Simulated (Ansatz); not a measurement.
# Ge (Fd-3m) in Ansatz: further runs

One crystal, Ge, is run at these levels: RPBE, PBE; tasks: single point.

Everything below comes from runs of Ansatz 0.2.0. Logs are shortened: lines on timing, memory, paths and dates and some standing lists are left out, and cuts for length are marked.

**Measured values to compare with.**

“Temperature-dependent photoluminescence in Ge: experiment and theory”, 2020, arxiv:2003.00143 reports, for a bulk crystal of Ge at 0 K: band gap 0.744 eV (indirect).

“Electronic and optical properties of SixGe1-x-ySny alloys lattice-matched to Ge”, 2021, arxiv:2109.02782 reports, for a bulk crystal of Ge: band gap 0.807 eV (direct) at 300 K; band gap 0.666 eV (indirect) at 293 K.

The runs below are set against these values where they give the same quantity.

## Step 1: Starting point

The structure is cubic, space group Fd-3m (No. 227). The conventional cell has a = 5.658 Å, b = 5.658 Å, c = 5.658 Å, α = 90.00°, β = 90.00°, γ = 90.00°. Around Ge (site symmetry -43m) lie 4 Ge at 2.45 Å.

## Step 2: Single point, RPBE

Input file input.yaml:

```yaml
crystal:
  lattice:
    - [0.0, 2.82891, 2.82891]
    - [2.82891, 0.0, 2.82891]
    - [2.82891, 2.82891, 0.0]
  atoms:
    - { symbol: Ge, position: [0.75, 0.75, 0.75] }
    - { symbol: Ge, position: [0.5, 0.5, 0.5] }
kpoints:
  mp_grid: { grid: [8, 8, 8] }
scf:
  occupations: { method: gaussian, width: 0.1 }
hamiltonian:
  xc: rpbe
  pseudopotentials: { kind: all_electron, lapw: { basis_error: 0.001 } }
output:
  forces: true
  stress: true
  eigenvalues: true
```

Potentials or basis: all-electron LAPW, scalar-relativistic.

Command:

```
> ansatz run input.yaml --threads 1 --pin off --max-ram 3072MiB --backend cpu --events-out ev --progress --plain --runs-dir out
```

Log:

```text
Warning: RAYON_NUM_THREADS=1 ignored (pool sized by the plan → 1); use --threads N
LAPW: plane waves up to 9.107 Å⁻¹, error target 1.0e-3 eV per atom; small_component_spin mean_spin; Ge in spheres of 1.225 Å, 22 of its electrons in bands, Dirac shells [] (how accurate: hamiltonian.pseudopotentials.lapw.basis_error, Limitations)
Engine: ansatz 0.2.0, x86_64-unknown-linux-gnu
Pseudopotentials: kind: all_electron
Pseudopotential: Ge, LAPW, valence charge 22, lapw/all_electron/scalar/gaussian/Ge, Koelling and Harmon's equation, gaussian nucleus
Functional definition: RPBE
  parameter kappa = 0.804
  parameter beta = 0.06672455060314922
  exchange = rpbe_x(kappa = kappa, mu = beta*pi^2/3)
  correlation = pbe_c(beta = beta)
Crystal: 2 atoms, lattice volume = 45.278 Å³
Basis set: ecut = 315.99721003064303 eV, 561 PW (Γ), exchange–correlation at level 2
Bands: 27, of which v1, the nominal top of the filled ones, is band 22 counted from 1 (21 counted from 0)
Symmetry: 48 space group operations
Space group: Fd-3m (ITA 227), of the structure as read, at distance tolerance 3.6e-5 Å
k-points: 29 of 512
Non-local potential: Ge, projectors of the file, none
Initial density: superposition of atomic densities (chi_scale 0.1, normalization cell)
Initial wavefunctions: plane waves of lowest kinetic energy (no species holds an atomic orbital)
Functional: x = rpbe, c = pbe(β = 0.06672455060314922)
iter 1 solved again at ethr=9.84e-4 eV; its pass at ethr=1.00e-1 eV (dr2=4.33e-1 eV) is discarded
SCF iter   1: F=—  HF=-114244.059950 eV  |F-HF|=—  |Δ(HF+E_count)|=         —  Δρ=2.91e-2  dr2=4.34e-1  ethr=9.84e-4  ⟨swp⟩=2.1  Hψ=4820  notcnv=0
preconditioner: auto → Kerker (q_TF=auto, 2.715 Å⁻¹)  [metal: Δε(μ)=0.100 eV  Ē_g=24.315 eV  σ=0.100 eV  W_gap=0.49  n_scr=14 (ndim 8)  ℏωp=29.2 eV  f_vac=0.087  D(μ)=0.06/eV (n_scr^D=0)]
SCF iter   2: F=—  HF=-114244.046312 eV  |F-HF|=—  |Δ(HF+E_count)|=   1.36e-2  Δρ=2.09e-2  dr2=2.73e-1  ethr=9.84e-4  ⟨swp⟩=2.0  Hψ=2177  notcnv=0
SCF iter   3: F=—  HF=-114244.040769 eV  |F-HF|=—  |Δ(HF+E_count)|=   5.54e-3  Δρ=7.24e-3  dr2=4.97e-2  ethr=6.20e-4  ⟨swp⟩=2.0  Hψ=2291  notcnv=0
SCF iter   4: F=—  HF=-114244.007779 eV  |F-HF|=—  |Δ(HF+E_count)|=   3.30e-2  Δρ=4.42e-3  dr2=1.63e-2  ethr=1.13e-4  ⟨swp⟩=2.0  Hψ=2178  notcnv=0
SCF iter   5: F=—  HF=-114244.013298 eV  |F-HF|=—  |Δ(HF+E_count)|=         —  Δρ=1.57e-3  dr2=1.64e-3  ethr=3.70e-5  ⟨swp⟩=3.0  Hψ=2328  notcnv=0
the basis was enlarged: its passes take 184.0 KiB over the memory plan, 1 of 1 planned eigensolver slots
iter 6 solved again at ethr=2.43e-7 eV; its pass at ethr=3.72e-6 eV (dr2=1.07e-4 eV) is discarded
SCF iter   6: F=—  HF=-114244.016765 eV  |F-HF|=—  |Δ(HF+E_count)|=   3.47e-3  Δρ=4.96e-4  dr2=1.07e-4  ethr=2.43e-7  ⟨swp⟩=2.0  Hψ=3926  notcnv=0
SCF iter   7: F=—  HF=-114244.017260 eV  |F-HF|=—  |Δ(HF+E_count)|=   4.95e-4  Δρ=6.93e-5  dr2=1.43e-6  ethr=2.43e-7  ⟨swp⟩=3.0  Hψ=2296  notcnv=0
SCF iter   8: F=—  HF=-114244.017278 eV  |F-HF|=—  |Δ(HF+E_count)|=   1.75e-5  Δρ=1.84e-5  dr2=1.25e-7  ethr=3.25e-9  ⟨swp⟩=3.2  Hψ=2301  notcnv=0
SCF iter   9: F=-114244.017279 eV  HF=-114244.017279 eV  |F-HF|=1.30e-8  |Δ(HF+E_count)|=   1.42e-6  Δρ=3.81e-6  dr2=4.44e-9  ethr=2.84e-10  ⟨swp⟩=3.3  Hψ=2308  notcnv=0
SCF 1 converged in 9 iterations: F = -114244.017279 eV  dr2 = 4.44e-9
SCF converged after 9 iterations
Free energy (F): -114244.017279 eV
Harris-Foulkes:  -114244.017279 eV  (|F-HF|=1.30e-8)
Internal energy: -114244.017041 eV  (E = F + TS)
E sigma→0 (E₀):  -114244.017160 eV
Entropy (-TS):   -0.000238 eV (-0.119 meV/atom)
Fermi energy:    10.191015 eV
--- Per-component energies (eV) ---
  E_band       = -2081.414302
  E_kinetic    = 116644.071636
  E_xc         = -4352.859559
  E_electrostatic = -226535.229118  (all electrons and nuclei)
  E_smearing   = -0.000238  (= −TS)
  E_closure    = 0.000000  (closes the sum)
  E_atoms      = -114235.741487  (free atoms, spherical and without spin; not in F)
  Σ components = -114244.017279   (vs F -114244.017279, Δ=0.00e0)
  Basis errors (estimates in eV, not in F): energy 4.4e-4 per atom: plane waves 4.0e-4 (2.4e-4 summed), levels above the bands 0.0e0, relativity 4.5e-8, radial functions 3.9e-5, core shells 2.0e-11; eigenvalues (radial functions only) 4.4e-7; not estimated: angular momenta, meshes, grids; target (lapw.basis_error) 1.0e-3; muffin-tin radii Ge 1.225 Å
--- Forces (eV/Å), atoms counted from 1 ---
  atom   1  Ge    -0.00000000     0.00000000    -0.00000000
  atom   2  Ge    -0.00000000     0.00000000     0.00000000
  max |Σ_I F_I| component: 6.51e-19 eV/Å
--- Stress (GPa, compression-positive) ---
        5.400318       0.000000       0.000000
        0.000000       5.400318       0.000000
        0.000000       0.000000       5.400318
  P = ⅓ Tr σ = 5.4003 GPa (54.003 kbar)
--- Band table (eV; the first three rows and the last of 29) ---
  k-point 0: bands = ["-153.8343", "-153.8320", "-100.8773", "-100.8773", "-100.8773", "-100.8687", "-100.8687", "-100.8687", "-14.7043", "-14.7043", "-14.7043", "-14.6695", "-14.6695", "-14.4578", "-14.4578", "-14.4578", "-14.4455", "-14.4455", "-2.6453", "10.0948", "10.0948", "10.0948", "10.2432", "12.6549", "12.6549", "12.6549", "16.7263"]
  k-point 1: bands = ["-153.8343", "-153.8321", "-100.8773", "-100.8773", "-100.8771", "-100.8688", "-100.8686", "-100.8686", "-14.7125", "-14.7125", "-14.7018", "-14.6580", "-14.6580", "-14.4702", "-14.4702", "-14.4607", "-14.4349", "-14.4349", "-2.4550", "7.7806", "9.7599", "9.7599", "11.2045", "13.1035", "13.1035", "13.6302", "17.6264"]
  k-point 2: bands = ["-153.8341", "-153.8322", "-100.8775", "-100.8775", "-100.8768", "-100.8692", "-100.8684", "-100.8684", "-14.7226", "-14.7226", "-14.6956", "-14.6408", "-14.6408", "-14.4842", "-14.4842", "-14.4679", "-14.4244", "-14.4244", "-1.9032", "5.4140", "9.2122", "9.2122", "10.8448", "13.7372", "13.7372", "15.8138", "18.2769"]
  k-point 28: bands = ["-153.8332", "-153.8332", "-100.8784", "-100.8784", "-100.8730", "-100.8730", "-100.8676", "-100.8676", "-14.7520", "-14.7520", "-14.6108", "-14.6108", "-14.5624", "-14.5624", "-14.5301", "-14.5301", "-14.3912", "-14.3912", "1.3388", "1.3388", "6.2117", "6.2117", "14.4638", "14.4638", "14.8740", "14.8740", "21.1687"]
```

Wall time 2.9 s (1 thread of AMD EPYC 9R45 (Zen 5), shared host); peak memory 0.34 GiB.

Results:

- Free energy: -114244.0173 eV
- Pressure: 5.4 GPa
- Band gap on the k mesh: 0.15 eV, direct

## Step 3: Single point, PBE

Edit input.yaml of step 2 so:

```diff
@@ -11,5 +11,5 @@
 scf:
-  occupations: { method: gaussian, width: 0.1 }
+  occupations: { method: gaussian, width: 0.02 }
 hamiltonian:
-  xc: rpbe
+  xc: pbe
   pseudopotentials: { kind: all_electron, lapw: { basis_error: 0.001 } }
```

Potentials or basis: all-electron LAPW, scalar-relativistic.

Command:

```
> ansatz run input.yaml --threads 1 --pin off --max-ram 3072MiB --backend cpu --events-out ev --progress --plain --runs-dir out
```

Wall time 2.3 s (1 thread of AMD EPYC 9R45 (Zen 5), shared host); peak memory 0.33 GiB.

The run converged. Its results:

```yaml
Free_energy: -114232.5791 eV
Pressure: 3.6 GPa
Band_gap_on_the_k_mesh: 0.04 eV, direct
```

Levels at points of the mesh, in eV from the valence-band top:
| k point | band 20 | band 21 | band 22 | band 23 | band 24 | band 25 |
| --- | --- | --- | --- | --- | --- | --- |
| (0.00, 0.00, 0.00) | 0.00 | 0.00 | 0.00 | 0.04 | 2.55 | 2.55 |
| (0.00, 0.00, -0.50) | -7.60 | -1.40 | -1.40 | 0.18 | 3.74 | 3.74 |
| (0.00, -0.50, -0.50) | -8.88 | -3.07 | -3.07 | 0.75 | 0.75 | 9.51 |

## Step 4: Single point, PBE

Edit input.yaml of step 3 so:

```diff
@@ -11,3 +11,3 @@
 scf:
-  occupations: { method: gaussian, width: 0.02 }
+  occupations: { method: gaussian, width: 0.019 }
 hamiltonian:
```

Command:

```
> ansatz run input.yaml --threads 1 --pin off --max-ram 3072MiB --backend cpu --events-out ev --progress --plain --runs-dir out
```

Wall time 2.3 s (1 thread of AMD EPYC 9R45 (Zen 5), shared host); peak memory 0.33 GiB.

Results (log left out):

| Quantity | Value |
| --- | --- |
| Free energy | -114232.5791 eV |
| Pressure | 3.6 GPa |
| Band gap on the k mesh | 0.04 eV, direct |

Levels at points of the mesh, in eV from the valence-band top:
```
             k point  band 18  band 19  band 20  band 21  band 22  band 23  band 24  band 25  band 26  band 27
  (0.00, 0.00, 0.00)   -24.55   -12.77     0.00     0.00     0.00     0.04     2.55     2.55     2.55     6.43
 (0.00, 0.00, -0.50)   -24.52   -10.68    -7.60    -1.40    -1.40     0.18     3.74     3.74     7.13    10.56
(0.00, -0.50, -0.50)   -24.51    -8.88    -8.88    -3.07    -3.07     0.75     0.75     9.51     9.51    11.61
```

## Step 5: Single point, PBE

Edit input.yaml of step 4 so:

```diff
@@ -11,3 +11,3 @@
 scf:
-  occupations: { method: gaussian, width: 0.019 }
+  occupations: { method: gaussian, width: 0.016 }
 hamiltonian:
```

Command:

```
> ansatz run input.yaml --threads 1 --pin off --max-ram 3072MiB --backend cpu --events-out ev --progress --plain --runs-dir out
```

Run time: 2.3 s. Hardware: 1 thread of AMD EPYC 9R45 (Zen 5), shared host; peak memory 0.33 GiB.

The run converged. Its results:

* Free energy: -114232.5791 eV
* Pressure: 3.6 GPa
* Band gap on the k mesh: 0.04 eV, direct

Levels at points of the mesh, in eV from the valence-band top:
| k point | band 18 | band 19 | band 20 | band 21 | band 22 | band 23 | band 24 | band 25 | band 26 | band 27 |
| --- | --- | --- | --- | --- | --- | --- | --- | --- | --- | --- |
| (0.00, 0.00, 0.00) | -24.55 | -12.77 | 0.00 | 0.00 | 0.00 | 0.04 | 2.55 | 2.55 | 2.55 | 6.43 |
| (0.00, 0.00, -0.50) | -24.52 | -10.68 | -7.60 | -1.40 | -1.40 | 0.18 | 3.74 | 3.74 | 7.13 | 10.56 |
| (0.00, -0.50, -0.50) | -24.51 | -8.88 | -8.88 | -3.07 | -3.07 | 0.75 | 0.75 | 9.51 | 9.51 | 11.61 |

## Step 6: Summary

```tsv
level	smearing	gap on the mesh (eV)	pressure (GPa)
RPBE	gaussian 0.1 eV	0.15	5.4
PBE	gaussian 0.02 eV	0.04	3.6
PBE	gaussian 0.019 eV	0.04	3.6
PBE	gaussian 0.016 eV	0.04	3.6
```

Alike in all rows: task single point; potentials or basis all-electron LAPW, scalar-relativistic; no spin polarisation; cell as given; k mesh 8 × 8 × 8; cutoff (eV) 316; basis error allowed 0.001 eV/atom.

On the cell as given the gap runs from 0.04 eV (PBE) to 0.15 eV (RPBE). The pressure there spans 3.6 GPa (PBE) to 5.4 GPa (RPBE); a positive pressure means that this level wants a larger cell, a negative one a smaller.

Compare energies only between runs with the same functional and basis.

## Step 7: How close it comes

Step 2. A measured gap of Ge is 0.744 eV (indirect; 0 K; “Temperature-dependent photoluminescence in Ge: experiment and theory”, 2020, arxiv:2003.00143); the calculated 0.15 eV misses it by -0.60 eV. 3 values of this kind are on record (0.666 to 0.807 eV); this one was drawn at random among those near their median. Spin-orbit coupling on Ge is left out. The value is that of RPBE on a finite k mesh, which can miss the band edges, without temperature or zero-point motion. Semilocal functionals fall short of measured gaps as a rule.

Step 3. Measured gap of Ge: 0.807 eV (direct; 300 K; “Electronic and optical properties of SixGe1-x-ySny alloys lattice-matched to Ge”, 2021, arxiv:2109.02782). This calculation gives 0.04 eV (-0.77 eV). 3 values of this kind are on record (0.666 to 0.807 eV); this one was drawn at random among those near their median. Spin-orbit coupling on Ge is left out. The value is that of PBE on a finite k mesh, which can miss the band edges, without temperature or zero-point motion. Semilocal functionals fall short of measured gaps as a rule.

Step 4. Against the measured gap of Ge, 0.666 eV (indirect; 293 K; “Electronic and optical properties of SixGe1-x-ySny alloys lattice-matched to Ge”, 2021, arxiv:2109.02782), the calculated 0.04 eV is off by -0.63 eV. 3 values of this kind are on record (0.666 to 0.807 eV); this one was drawn at random among those near their median. Spin-orbit coupling on Ge is left out. The value is that of PBE on a finite k mesh, which can miss the band edges, without temperature or zero-point motion. Semilocal functionals fall short of measured gaps as a rule.

Step 5. Measured gap of Ge: 0.807 eV (direct; 300 K; “Electronic and optical properties of SixGe1-x-ySny alloys lattice-matched to Ge”, 2021, arxiv:2109.02782). This calculation gives 0.04 eV (-0.77 eV). 3 values of this kind are on record (0.666 to 0.807 eV); this one was drawn at random among those near their median. Spin-orbit coupling on Ge is left out. The value is that of PBE on a finite k mesh, which can miss the band edges, without temperature or zero-point motion. Semilocal functionals fall short of measured gaps as a rule.
